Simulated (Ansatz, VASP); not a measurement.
Ga in VASP and in Ansatz

The input INCAR:

```
SYSTEM = Ga
ALGO = Normal ; EDIFF = 1E-7
ENCUT = 520 ; GGA = PE
ISIF = 2 ; ISMEAR = -1
LASPH = .TRUE. ; LCHARG = .FALSE.
LREAL = .FALSE. ; LWAVE = .FALSE.
NELM = 60 ; PREC = Accurate
SIGMA = 0.05
```

File KPOINTS:

```
k-points
0
G
  10 10 8
  0 0 0
```

File POSCAR:

```
Ga
1.0
    1.3830000000     -4.0265000000      0.0000000000
    1.3830000000      4.0265000000      0.0000000000
   -0.1174474948      0.0000000000      3.4631266193
Ga
2
Direct
    0.1310000000      0.8690000000      0.7500000000
    0.8690000000      0.1310000000      0.2500000000
```

File input.yaml:

```yaml
crystal:
  lattice:
    - [1.383, -4.0265, 0.0]
    - [1.383, 4.0265, 0.0]
    - [-0.1174474948, 0.0, 3.4631266193]
  atoms:
    - { symbol: Ga, position: [0.131, 0.869, 0.75] }
    - { symbol: Ga, position: [0.869, 0.131, 0.25] }
hamiltonian:
  xc: pbe
  pseudopotentials: { kind: paw }
kpoints:
  mp_grid: { grid: [10, 10, 8] }
scf:
  occupations: { method: fermi_dirac, width: 0.05 }
output:
  forces: true
  stress: true
  eigenvalues: true
```

Change from the starting cell: strain = 0.04.

Alike in both runs: task single point; functional PBE; k mesh 10 × 10 × 8; occupations fermi-dirac, width 0.05 eV; no spin polarisation.

```csv
,VASP,Ansatz
version,VASP 6.6.1,Ansatz 0.2.0
potentials or method,"VASP PAW PBE potentials, release 64 (Ga_d)",Ansatz PAW
plane-wave cutoff (eV),520,420
valence electrons in the cell,26,26
```

```csv
,VASP,Ansatz,Ansatz less VASP
gap on the k mesh at the Fermi level (eV),none,none,-
pressure (GPa),-0.2,-0.3,-0.09
largest component of the traceless stress (GPa),0.71,0.69,-0.020
rms of the force components (eV/Å),0.082,0.081,-0.0010
```

Atom by atom the forces differ by 0.001 eV/Å (rms over components). A gap of «none» marks a metal or a gap that the smearing closes.
